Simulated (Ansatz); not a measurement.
# GdN (rocksalt structure)

Method: PBE+U (U_eff = 6 eV on Gd 4f), scalar-relativistic; collinear spin; PAW, 420 eV, Γ-centred 10×10×10 mesh, 0.05 eV Gaussian smearing; code Ansatz; PAW files: Ansatz's generated set soft_2.

```
Gd N
1.0
     0.00000    2.50112    2.50112
     2.50112    0.00000    2.50112
     2.50112    2.50112    0.00000
Gd N
1 1
Cartesian
  2.5011 2.5011 2.5011
  0.0000 0.0000 0.0000
```

The start was a prototype's sites filled with these elements; the Crystallography Open Database holds the compound in this structure.

The geometry is fixed. Moments are started on Gd in several ways. q is the propagation vector of an order in a doubled cell, in units of this cell's reciprocal vectors; doubled cells take an equivalent mesh or are counted from a ferromagnetic run in the same cell, unless said otherwise. Energies count from the first row, the state in which the cell was relaxed.

The starts:
- ferromagnetic
- no spin polarisation
- antiparallel, q = (0, 0, 1/2)
- antiparallel, q = (0, 1/2, 1/2)

Q: Which start ends lowest?

A: Lowest: ferromagnetic.

| start | largest typed moment (μB) | ΔE (meV/atom) | gap on the mesh (eV) | P (GPa) | final spin moments (μB) |
| --- | --- | --- | --- | --- | --- |
| ferromagnetic | 7.63* | 0.0 | metal | 0.0 | Gd 6.94; N -0.14 |
| no spin polarisation | 0.00 | 5345.0 | metal | -4.2 | none |
| antiparallel, q = (0, 0, 1/2) | 7.00* | 5.0 | 0.03 | 0.2 | Gd 6.93, -6.93 |
| antiparallel, q = (0, 1/2, 1/2) | 7.00* | 5.4 | metal | 0.2 | Gd 6.92, -6.92 |

A star marks runs that didn't start from the typed moments alone: they went on from the state of an earlier run.

The program noted a lower state or an instability beside: antiparallel, q = (0, 1/2, 1/2). The lower rows of the table may be what it saw.

The program marks the state without spin polarisation as possibly unstable.

The row without spin polarisation prices the pairing of the open shell's electrons, in one of several fillings that the shell can take under U, not a magnetic ordering energy.

Gaps under about 0.06 eV aren't resolved at this smearing.

Only orders that fit these small cells were tried, so the real crystal's order may be another.

Hund's first rule gives Gd³⁺ with 7 f electrons 7 unpaired spins, a spin moment of 7 μB; the run has 6.94 μB on Gd (atomic spheres) and 7.04 f electrons on orthogonalised orbitals. The moment is close to the ion's, so in this run the shell is localised and nearly fully polarised.

Scalar-relativistic only: spin–orbit splittings of the heavy atoms' levels are missing. Site moments are of spin, integrated over atomic spheres.
